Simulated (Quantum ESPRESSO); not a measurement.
**BP under changes of volume**

One of the cells (11.682 Å³/atom); the others are scaled copies at fixed shape and fractional positions:

```xyz
2
Lattice="0.0000 2.2690 2.2690 2.2690 0.0000 2.2690 2.2690 2.2690 0.0000" Properties=species:S:1:pos:R:3 pbc="T T T"
P     3.4035    3.4035    3.4035
B     0.0000    0.0000    0.0000
```

| Quantity | Value |
| --- | --- |
| Program | Quantum ESPRESSO 7.5 |
| Functional | r2SCAN |
| Potentials or basis | SG15 PBE 1.2 |
| Cutoff | 952 eV |
| Density cutoff | 3810 eV |
| k mesh | 8 × 8 × 8 |
| Occupations | fermi-dirac, width 0.05 eV |
| Spin | no spin polarisation |

```tsv
volume (Å³/atom)	energy over the lowest point (meV/atom)	pressure (GPa)	gap on the mesh (eV)
10.981	?	?	?
11.214	8.98	6.8	1.39
11.448	1.86	3.0	1.42
11.682	0.00	-0.5	1.44
11.915	2.93	-3.6	1.46
12.149	10.21	-6.4	1.48
12.383	21.45	-9.0	1.50
```

Q: What does the run at 10.981 Å³/atom give?

A: Energy over the lowest point 21.89 meV/atom; pressure 10.9 GPa; gap on the mesh 1.37 eV.

Worked out: A Birch-Murnaghan fit of order 3 (a polynomial in V^(-2/3)) to the other rows has its minimum at 11.65 Å³/atom with B0 = V·E''(V) = 165 GPa and B' = 3.8. It gives 21.85 meV/atom at 10.981 Å³/atom, against the run's 21.89, and -dE/dV = 11.0 GPa, against 10.9. A straight line through the other rows of the gap, of slope 1.08 eV per unit of ln V, extrapolates to 1.37 eV, against the run's 1.37.

Energies are extrapolated to zero smearing.

Caveats: the potentials were made for another functional, which shifts forces and pressure.

A mesh can miss the band edges.
